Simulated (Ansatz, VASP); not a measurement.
**One calculation of Rh, two programs**

```
Rh
1.0
     2.70083    0.00000    0.00000
    -1.35042    2.33899    0.00000
     0.00000    0.00000    4.34386
Rh
2
Direct
  0.33333 0.66667 0.25000
  0.66667 0.33333 0.75000
```

Alike in both runs: task single point; functional BLYP; k mesh 15 × 15 × 8; occupations fermi-dirac, width 0.1 eV; no spin polarisation.

|  | VASP | Ansatz |
| --- | --- | --- |
| version | VASP 6.6.1 | Ansatz 0.2.0 |
| potentials or method | VASP PAW PBE potentials, release 64 (Rh_pv) | plane waves (420 eV) with PAW, scalar-relativistic |
| plane-wave cutoff (eV) | 520 | 420 |
| valence electrons in the cell | 30 | 34 |

|  | VASP | Ansatz | Ansatz less VASP |
| --- | --- | --- | --- |
| pressure (GPa) | 22.4 | 21.8 | -0.67 |
| largest component of the traceless stress (GPa) | 0.42 | 0.37 | -0.048 |

The two sets of potentials don't hold the same shells in valence.

Caveats: so large a pressure means that the cell lies far from this level's equilibrium, or that cutoff or potentials fall short (VASP); the potentials were made for another functional, which shifts forces and pressure (VASP).
